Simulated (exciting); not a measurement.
HfO2 under changes of volume

One of the cells (11.152 Å³/atom); the others are scaled copies at fixed shape and fractional positions:

```xyz
3
Lattice="0.0000 2.5575 2.5575 2.5575 0.0000 2.5575 2.5575 2.5575 0.0000" Properties=species:S:1:pos:R:3 pbc="T T T"
Hf    0.0000    0.0000    0.0000
O     3.8363    3.8363    3.8363
O     1.2788    1.2788    1.2788
```

Measurements of this composition are mostly on another form, of space group No. 14.

```yaml
Program: exciting (release sodium)
Functional: PBE
Potentials_or_basis: all-electron LAPW+lo, shipped species files, valence relativity iora*
rgkmax: 7
k_mesh: 9 × 9 × 9
Occupations: fermi-dirac, width 0.05 eV
Spin: no spin polarisation
```

```tsv
volume (Å³/atom)	energy over the lowest point (meV/atom)	gap on the mesh (eV)
10.483	22.35	4.00
10.706	?	?
10.929	0.00	3.89
11.152	0.11	3.83
11.375	6.61	3.78
11.598	19.33	3.73
11.821	37.11	3.67
```

**Question.** What does the run at 10.706 Å³/atom give?

**Answer.** Energy over the lowest point 6.97 meV/atom; gap on the mesh 3.94 eV.

Worked out: A Birch-Murnaghan fit of order 3 (a polynomial in V^(-2/3)) to the other rows has its minimum at 11.04 Å³/atom with B0 = V·E''(V) = 245 GPa and B' = 4.0. It gives 7.16 meV/atom at 10.706 Å³/atom, against the run's 6.97. A straight line through the other rows of the gap, of slope -2.73 eV per unit of ln V, gives 3.94 eV, against the run's 3.94.

Energies are extrapolated to zero smearing.

Caveats: spin-orbit coupling is left out, which moves the levels of the heavy elements; an odd mesh through Γ misses points on the zone boundary, where band edges often lie.
